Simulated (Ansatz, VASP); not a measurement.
One calculation of Au, two programs

```
Au
1.0
     1.41131   -2.55593    0.00000
     1.41131    2.55593    0.00000
     0.00000    0.00000    4.89317
Au
2
Direct
  0.66533 0.33467 0.25000
  0.33467 0.66533 0.75000
```

This isn't the form of Au at room conditions, which is fcc.

Alike in both runs: task single point; functional r2SCAN; k mesh 16 × 16 × 10; occupations gaussian, width 0.1 eV; no spin polarisation.

```csv
,VASP,Ansatz
version,VASP 6.6.1,Ansatz 0.2.0
potentials or method,"VASP PAW PBE potentials, release 64 (Au)","scalar-relativistic, plane waves, PAW"
plane-wave cutoff (eV),520,500
valence electrons in the cell,22,38
```

VASP gave:

- gap on the k mesh at the Fermi level (eV): none
- pressure (GPa): -0.1
- largest component of the traceless stress (GPa): 0.94
- rms of the force components (eV/Å): 0.006

**Question.** What did Ansatz give for the same quantities?

**Answer.** gap on the k mesh at the Fermi level (eV): none; pressure (GPa): -0.4; largest component of the traceless stress (GPa): 0.87; rms of the force components (eV/Å): 0.006.

Atom by atom the forces differ by 0.000 eV/Å (rms over components). A gap of «none» marks a metal or a gap that the smearing closes. The two sets of potentials don't hold the same shells in valence.

Caveats: the PAW data sets were made with another functional, which shifts forces and pressure a little (VASP). The runs have no spin-orbit coupling, so splittings on Au are missing.
